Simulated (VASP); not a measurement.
Input of a VASP 6.6.1 run:

The input INCAR:

```
SYSTEM = CuCl
PREC = Accurate ; ENCUT = 520
EDIFF = 1E-6 ; ISMEAR = 0
SIGMA = 0.03 ; LREAL = .FALSE.
LASPH = .TRUE. ; NELM = 80
ALGO = Normal ; ISIF = 2
LWAVE = .FALSE. ; LCHARG = .FALSE.
LMAXMIX = 4 ; NBANDS = 16
```

Contents of KPOINTS:

```
regular mesh
0
G
  10 10 10
  0 0 0
```

POSCAR

```
CuCl                                    
1.0
    0.0000000000      2.6497729766      2.6497729766
    2.6497729766      0.0000000000      2.6497729766
    2.6497729766      2.6497729766      0.0000000000
  Cu              Cl            
     1     1
Direct
     0.0000000000000000    0.0000000000000000    0.0000000000000000
     0.2500000000000000    0.2500000000000000    0.2500000000000000
```

File KPOINTS_OPT:

```
explicit points
202
Reciprocal
 0.0000000000  0.0000000000  0.0000000000 1
 0.0555555556  0.0000000000  0.0555555556 1
 0.1111111111  0.0000000000  0.1111111111 1
 0.1666666667  0.0000000000  0.1666666667 1
 0.2222222222  0.0000000000  0.2222222222 1
 0.2777777778  0.0000000000  0.2777777778 1
[... 194 lines left out ...]
 0.5106462100  0.0212924200  0.5106462100 1
 0.4893537900 -0.0212924200  0.4893537900 1
```

Potentials or basis: VASP PAW LDA potentials, release 64 (Cu, Cl).

Command:

```console
$ cat potpaw_LDA.64/Cu/POTCAR potpaw_LDA.64/Cl/POTCAR > POTCAR
$ mpirun -np 1 vasp_std > vasp.out
```

(1) What does it give for the pressure?

(2) Estimate the band gap on the k mesh.

## Answers

(1) -3.2 GPa.

(2) 0.55 eV, direct.

**Measured values to compare with.**

From a printed reference work, data compilation, for a bulk crystal of CuCl at 4.2 K: band gap 3.399 eV (direct).

Against the measured gap of CuCl, 3.399 eV (direct; 4.2 K; a printed reference work, data compilation), the calculated 0.55 eV is off by -2.85 eV. So large a miss can be the level of theory's own, or it may mean another phase, state or a wrong row. The value is that of LDA, without temperature or zero-point motion. Semilocal functionals fall short of measured gaps as a rule.
